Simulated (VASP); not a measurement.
# GW on BeS: a test of the settings, part 2 of 2

How far does the GW correction to the gap of BeS depend on the settings? The starting structure is a computed structure from the Materials Project. Cell and atoms stay as given.

VASP 6.6.1.

Results so far: G0W0 (response cutoff 100 eV, 4×4×4 mesh) 4.21 eV; G0W0 (response cutoff 160 eV, 4×4×4 mesh) 4.37 eV; G0W0 (response cutoff 240 eV, 4×4×4 mesh) 4.46 eV.

### 5. GW0 with iterated eigenvalues (response cutoff 160 eV, 4×4×4 mesh)

Level of this step: evGW0 on LDA; plane waves and PAW (S_GW, Be_GW) (VASP).

It reads the orbitals and their derivatives (WAVECAR and WAVEDER) of a run with the empty bands, which follows a ground-state run; neither is shown.

File INCAR:

```
SYSTEM = BeS
PREC = Accurate
ENCUT = 300
ISMEAR = 0
SIGMA = 0.01
LREAL = .FALSE.
GGA = CA
NBANDS = 136
ALGO = EVGW0
NELMGW = 4
ENCUTGW = 160
NOMEGA = 40
PRECFOCK = Fast
NBANDSGW = 12
LWAVE = .FALSE.
LCHARG = .FALSE.
```

File POSCAR:

```
BeS
1.0
    0.0000000000      2.4351516489      2.4351516489
    2.4351516489      0.0000000000      2.4351516489
    2.4351516489      2.4351516489      0.0000000000
S Be
1 1
Direct
    0.2500000000      0.2500000000      0.2500000000
    0.0000000000      0.0000000000      0.0000000000
```

File KPOINTS:

```
Automatic mesh
0
Gamma
4 4 4
0 0 0
```

PAW data sets: S_GW and Be_GW (LDA family, release 64).

Command:

```bash
> mpirun -np 4 vasp_std
```

What it wrote:

```text
[banner, memory and clock lines left out]
running    4 mpi-ranks, on    1 nodes
[...]
[... a notice as in an earlier step ...]

 LDA part: xc-table for (Slater(with rela. corr.)+CA(PZ))
 , standard interpolation
 found WAVECAR, reading the header
 POSCAR, INCAR and KPOINTS ok, starting setup
[...]
reading WAVECAR
 the WAVECAR file was read successfully
 initial charge from wavefunction
 available memory per node:    154.83 GB, setting MAXMEM to    158546

 The Fermi energy was updated, please check that it is located mid-gap
 values below the HOMO (VB) or above the LUMO (CB) will cause erroneous energies
 E-fermi :   5.0329

 calculate exact exchange contribution
 the WAVEDER file was read successfully
energies w=
    0.000    0.000    0.924    0.000    1.843    0.000    2.752    0.000
    3.646    0.000    4.523    0.000    5.381    0.000    6.220    0.000
    7.041    0.000    7.844    0.000    8.634    0.000    9.412    0.000
[...]
total number of BLAS operations         66.49 Gflops
NQ=   4    0.2500    0.2500    0.0000,
|.........|.........|.........|.........|.........|.........|.........|.........
 performed        621000 updates of chi_q(r,r)
 total number of BLAS operations         92.68 Gflops
NQ=   5    0.5000    0.2500    0.0000,
|.........|.........|.........|.........|.........|.........|.........|.........
 performed        877000 updates of chi_q(r,r)
 total number of BLAS operations        128.49 Gflops
NQ=   6   -0.2500    0.2500    0.0000,
|.........|.........|.........|.........|.........|.........|.........|.........
 performed       1107000 updates of chi_q(r,r)
 total number of BLAS operations        161.64 Gflops
NQ=   7    0.5000    0.5000    0.0000,
|.........|.........|.........|.........|.........|.........|.........|.........
 performed       1246000 updates of chi_q(r,r)
 total number of BLAS operations        179.34 Gflops
NQ=   8   -0.2500    0.5000    0.2500,
|.........|.........|.........|.........|.........|.........|.........|.........
 performed       1424000 updates of chi_q(r,r)
 total number of BLAS operations        198.57 Gflops
 resolving degeneracies of screened two electron integrals

 calculate QP shifts <psi_nk| G(iteration)W_0 |psi_nk>: iteration 4
 entering main loop
```

It took 29 s on 4 MPI ranks of Intel Xeon 6975P-C (Granite Rapids), shared host; peak memory 0.56 GiB.

Parts of OUTCAR (step 5):

```text
 QP shifts <psi_nk| G(iteration)W_0 |psi_nk>: iteration 2
 k-point   1 :       0.0000    0.0000    0.0000
  band No. old QP-enery  QP-energies   sigma(KS)   T+V_ion+V_H  V^pw_x(r,r')   Z            occupation Imag(sigma)
      1     -11.0397     -11.2478     -14.1430       2.8234     -21.2514       0.7436       2.0000       1.5993
      2       2.6906       2.5608     -14.8457      17.3708     -16.5314       0.7843       2.0000       0.0997
      3       2.6906       2.5608     -14.8457      17.3708     -16.5314       0.7843       2.0000       0.0997
      4       2.6906       2.5608     -14.8457      17.3708     -16.5314       0.7843       2.0000       0.0997
      5       9.9836      10.1050      -9.7360      19.8730      -5.1988       0.7912       0.0000      -0.1052
      6       9.9836      10.1050      -9.7360      19.8730      -5.1988       0.7912       0.0000      -0.1052
      7       9.9836      10.1050      -9.7360      19.8730      -5.1988       0.7912       0.0000      -0.1052
      8       9.7897       9.8982      -9.9617      19.8885      -5.2896       0.7912       0.0000      -0.1134
    ...

 QP shifts <psi_nk| G(iteration)W_0 |psi_nk>: iteration 3
 k-point   1 :       0.0000    0.0000    0.0000
  band No. old QP-enery  QP-energies   sigma(KS)   T+V_ion+V_H  V^pw_x(r,r')   Z            occupation Imag(sigma)
      1     -11.2478     -11.3009     -14.1422       2.8234     -21.2514       0.7474       2.0000       1.6032
      2       2.5608       2.5399     -14.8366      17.3708     -16.5314       0.7851       2.0000       0.1004
      3       2.5608       2.5399     -14.8366      17.3708     -16.5314       0.7851       2.0000       0.1004
      4       2.5608       2.5399     -14.8366      17.3708     -16.5314       0.7851       2.0000       0.1004
      5      10.1050      10.1223      -9.7462      19.8730      -5.1988       0.7914       0.0000      -0.1060
      6      10.1050      10.1223      -9.7462      19.8730      -5.1988       0.7914       0.0000      -0.1060
      7      10.1050      10.1223      -9.7462      19.8730      -5.1988       0.7914       0.0000      -0.1060
      8       9.8982       9.9152      -9.9688      19.8885      -5.2896       0.7910       0.0000      -0.1140
    ...

 QP shifts <psi_nk| G(iteration)W_0 |psi_nk>: iteration 4
 k-point   1 :       0.0000    0.0000    0.0000
  band No. old QP-enery  QP-energies   sigma(KS)   T+V_ion+V_H  V^pw_x(r,r')   Z            occupation Imag(sigma)
      1     -11.3009     -11.3134     -14.1410       2.8234     -21.2514       0.7472       2.0000       1.6062
      2       2.5399       2.5362     -14.8357      17.3708     -16.5314       0.7853       2.0000       0.1005
      3       2.5399       2.5362     -14.8357      17.3708     -16.5314       0.7853       2.0000       0.1005
      4       2.5399       2.5362     -14.8357      17.3708     -16.5314       0.7853       2.0000       0.1005
      5      10.1223      10.1248      -9.7476      19.8730      -5.1988       0.7915       0.0000      -0.1062
      6      10.1223      10.1248      -9.7476      19.8730      -5.1988       0.7915       0.0000      -0.1062
      7      10.1223      10.1248      -9.7476      19.8730      -5.1988       0.7915       0.0000      -0.1062
      8       9.9152       9.9178      -9.9700      19.8885      -5.2896       0.7911       0.0000      -0.1141
    ...

[... 3 parts as in an earlier step ...]

[... 1 further part left out ...]
[key lines of the parts left out:]
E-fermi :   5.0329
```

GW0 with iterated eigenvalues (response cutoff 160 eV, 4×4×4 mesh): the quasiparticle gap on this mesh is 4.611 eV, +1.700 eV from the LDA gap on the same points, with 136 bands.

### 6. G0W0 (response cutoff 100 eV, 6×6×6 mesh)

It reads the orbitals and their derivatives (WAVECAR and WAVEDER) of a run with the empty bands, which follows a ground-state run; neither is shown.

Changes to INCAR since step 5:

```diff
@@ -7,6 +7,6 @@
 GGA = CA
-NBANDS = 136
+NBANDS = 68
 ALGO = EVGW0
-NELMGW = 4
-ENCUTGW = 160
+NELMGW = 1
+ENCUTGW = 100
 NOMEGA = 40
```

POSCAR is that of step 5.

File KPOINTS:

```
Automatic mesh
0
Gamma
6 6 6
0 0 0
```

Command:

```bash
> mpirun -np 4 vasp_std
```

What it wrote:

```text
[banner, memory and clock lines left out]
running    4 mpi-ranks, on    1 nodes
[...]
[... a notice as in an earlier step ...]

 LDA part: xc-table for (Slater(with rela. corr.)+CA(PZ))
 , standard interpolation
 found WAVECAR, reading the header
 POSCAR, INCAR and KPOINTS ok, starting setup
[...]
reading WAVECAR
 the WAVECAR file was read successfully
 initial charge from wavefunction
 available memory per node:    150.07 GB, setting MAXMEM to    153672

 The Fermi energy was updated, please check that it is located mid-gap
 values below the HOMO (VB) or above the LUMO (CB) will cause erroneous energies
 E-fermi :   5.0201

 calculate exact exchange contribution
 the WAVEDER file was read successfully
energies w=
    0.000    0.000    0.913    0.000    1.821    0.000    2.718    0.000
    3.601    0.000    4.467    0.000    5.314    0.000    6.143    0.000
    6.953    0.000    7.747    0.000    8.526    0.000    9.295    0.000
[...]
total number of BLAS operations        110.74 Gflops
NQ=  12   -0.3333    0.3333    0.0000,
|.........|.........|.........|.........|.........|.........|.........|.........
 performed       3554000 updates of chi_q(r,r)
 total number of BLAS operations        122.80 Gflops
NQ=  13    0.5000    0.5000    0.0000,
|.........|.........|.........|.........|.........|.........|.........|.........
 performed       3739000 updates of chi_q(r,r)
 total number of BLAS operations        128.89 Gflops
NQ=  14    0.5000    0.3333    0.1667,
|.........|.........|.........|.........|.........|.........|.........|.........
 performed       4175000 updates of chi_q(r,r)
 total number of BLAS operations        143.66 Gflops
NQ=  15   -0.3333    0.3333    0.1667,
|.........|.........|.........|.........|.........|.........|.........|.........
 performed       4585000 updates of chi_q(r,r)
 total number of BLAS operations        157.98 Gflops
NQ=  16   -0.3333    0.5000    0.1667,
|.........|.........|.........|.........|.........|.........|.........|.........
 performed       4922000 updates of chi_q(r,r)
 total number of BLAS operations        168.35 Gflops
 resolving degeneracies of screened two electron integrals

 calculate QP shifts <psi_nk| G(iteration)W_0 |psi_nk>: iteration 1
 entering main loop
```

Elapsed: 25 s, on 4 MPI ranks; peak memory 0.62 GiB.

Parts of OUTCAR (step 6):

```text
 QP shifts <psi_nk| G(iteration)W_0 |psi_nk>: iteration 1
 for sc-GW calculations column KS-energies equals QP-energies in previous step
 and V_xc(KS)=  KS-energies - (<T + V_ion + V_H > + <T+V_H+V_ion>^1  + <V_x>^1)
 k-point   1 :       0.0000    0.0000    0.0000
  band No.  KS-energies  QP-energies   sigma(KS)   V_xc(KS)     V^pw_x(r,r')   Z            occupation Imag(sigma)
      1     -10.0222     -10.8094     -13.9158     -12.8302     -21.2600       0.7252       2.0000       1.5541
      2       3.5565       2.9226     -14.5982     -13.7919     -16.3743       0.7862       2.0000       0.0855
      3       3.5565       2.9226     -14.5982     -13.7919     -16.3743       0.7862       2.0000       0.0855
      4       3.5565       2.9226     -14.5982     -13.7919     -16.3743       0.7862       2.0000       0.0855
      5       9.0883      10.1284      -9.4730     -10.7821      -5.2806       0.7945       0.0000      -0.1046
      6       9.0883      10.1284      -9.4730     -10.7821      -5.2806       0.7945       0.0000      -0.1046
      7       9.0883      10.1284      -9.4730     -10.7821      -5.2806       0.7945       0.0000      -0.1046
      8       9.1264       9.9495      -9.7200     -10.7546      -5.4148       0.7956       0.0000      -0.1124
    ...

[... 1 part as in an earlier step ...]

[... 2 further parts left out ...]
[key lines of the parts left out:]
E-fermi :   5.0201
```

G0W0 (response cutoff 100 eV, 6×6×6 mesh): the quasiparticle gap on this mesh is 4.250 eV, +1.323 eV from the LDA gap on the same points, with 68 bands.

### 7. The runs compared

| run | LDA gap on the mesh (eV) | GW gap (eV) | correction (eV) | bands |
| --- | --- | --- | --- | --- |
| G0W0 (response cutoff 100 eV, 4×4×4 mesh) | 2.91 | 4.208 | 1.297 | 68 |
| G0W0 (response cutoff 160 eV, 4×4×4 mesh) | 2.91 | 4.368 | 1.457 | 136 |
| G0W0 (response cutoff 240 eV, 4×4×4 mesh) | 2.91 | 4.458 | 1.548 | 244 |
| GW0 with iterated eigenvalues (response cutoff 160 eV, 4×4×4 mesh) | 2.91 | 4.611 | 1.7 | 136 |
| G0W0 (response cutoff 100 eV, 6×6×6 mesh) | 2.927 | 4.25 | 1.323 | 68 |

### 8. Summary of results

| Item | Value |
| --- | --- |
| gap, G0W0 (response cutoff 100 eV, 4×4×4 mesh) | 4.208 eV |
| gap, G0W0 (response cutoff 160 eV, 4×4×4 mesh) | 4.368 eV |
| gap, G0W0 (response cutoff 240 eV, 4×4×4 mesh) | 4.458 eV |
| gap, GW0 with iterated eigenvalues (response cutoff 160 eV, 4×4×4 mesh) | 4.611 eV |
| gap, G0W0 (response cutoff 100 eV, 6×6×6 mesh) | 4.250 eV |

**Reading.** The correction to the LDA gap of BeS is +1.297 eV at a response cutoff of 100 eV, +1.457 eV at a response cutoff of 160 eV, +1.548 eV at a response cutoff of 240 eV. The number of bands rises with the cutoff. On a 6×6×6 mesh in place of 4×4×4 the correction is +1.323 eV against +1.297 eV. The quasiparticle gap is indirect in all runs, and the LDA gap on the same mesh may lie between other points, in which case the correction mixes two transitions. Iterating the eigenvalues in G raises the gap by +0.243 eV. From a response cutoff of 160 to 240 eV the correction still moves by +0.090 eV, so cutoff and bands aren't shown to be converged. The LDA gap along the bands, from another run on this structure, is 2.930 eV. On the 4×4×4 mesh it is 2.910 eV, lower, since the two runs differ in mesh, cutoff and data sets. On the 6×6×6 mesh it is 2.927 eV, so this mesh comes close to the edges. Further runs on this material are not shown.

[Lines on the potential files, build, host, timing and source positions are cut from VASP's logs without a mark.]

[Logs are printed without paths, hosts, clocks, repeated set-up lines and the standing remarks that a program may print on its own settings, such as how far it seeks lower states.]

[Hosts, paths, dates, database ids (printed as entryN), source tags and the programs' standing remarks are cut or masked in the printed files.]
